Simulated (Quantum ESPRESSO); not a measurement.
## BaS: band structure with PBEsol

**Measured values to compare with.**

A printed reference work, monograph, original work of 1988 reports, for a bulk crystal of BaS at 2 K: band gap 3.806 eV (indirect).

BaS:

```
CELL_PARAMETERS angstrom
0.00000 3.19375 3.19375
3.19375 0.00000 3.19375
3.19375 3.19375 0.00000
ATOMIC_POSITIONS crystal
Ba 0.00000 0.00000 0.00000
S 0.50000 0.50000 0.50000
```

| Quantity | Value |
| --- | --- |
| Program | Quantum ESPRESSO 7.5 |
| Task | band structure |
| Functional | PBEsol |
| Potentials or basis | GBRV 1.5 PBEsol |
| Cutoff | 612 eV |
| Density cutoff | 4898 eV |
| k mesh | 7 × 7 × 7 |
| Occupations | fermi-dirac, width 0.05 eV |
| Spin | no spin polarisation |
| Mixing beta | 0.5 |
| Most SCF iterations | 120 |
| SCF threshold | 4e-10 Ry |

```
Pressure                : -0.9 GPa
Band gap on the k mesh  : 2.12 eV, indirect (least direct gap 2.25 eV)
Band gap along the path : 2.06 eV, indirect (least direct gap 2.18 eV)
```

Levels at the corners of the path, in eV from the valence-band top:
| point | band 6 | band 7 | band 8 | band 9 | band 10 | band 11 |
| --- | --- | --- | --- | --- | --- | --- |
| Γ | 0.00 | 0.00 | 0.00 | 3.47 | 3.86 | 3.86 |
| X | -0.49 | -0.12 | -0.12 | 2.06 | 5.98 | 6.00 |
| W | -1.10 | -0.46 | -0.46 | 4.19 | 4.19 | 6.30 |
| K | -0.93 | -0.58 | -0.51 | 3.22 | 5.82 | 6.60 |
| Γ | 0.00 | 0.00 | 0.00 | 3.47 | 3.86 | 3.86 |
| L | -1.93 | -1.05 | -1.05 | 5.38 | 5.54 | 6.35 |
| U | -0.93 | -0.58 | -0.51 | 3.22 | 5.82 | 6.60 |
| W | -1.10 | -0.46 | -0.46 | 4.19 | 4.19 | 6.30 |
| L | -1.93 | -1.05 | -1.05 | 5.38 | 5.54 | 6.35 |
| K | -0.93 | -0.58 | -0.51 | 3.22 | 5.82 | 6.60 |
| U | -0.93 | -0.58 | -0.51 | 3.22 | 5.82 | 6.60 |
| X | -0.49 | -0.12 | -0.12 | 2.06 | 5.98 | 6.00 |

Run time: 36 s on 2 MPI ranks on Arm Neoverse V2, on a shared host, peak memory 0.44 GiB a rank.

Measured gap of BaS: 3.806 eV (indirect; 2 K; a printed reference work, monograph, original work of 1988). This calculation gives 2.06 eV (-1.74 eV). Spin-orbit coupling on Ba is left out. The value is that of PBEsol, without temperature or zero-point motion. Semilocal functionals fall short of measured gaps as a rule.

Caveat: spin-orbit coupling is left out, which moves the levels of the heavy elements.
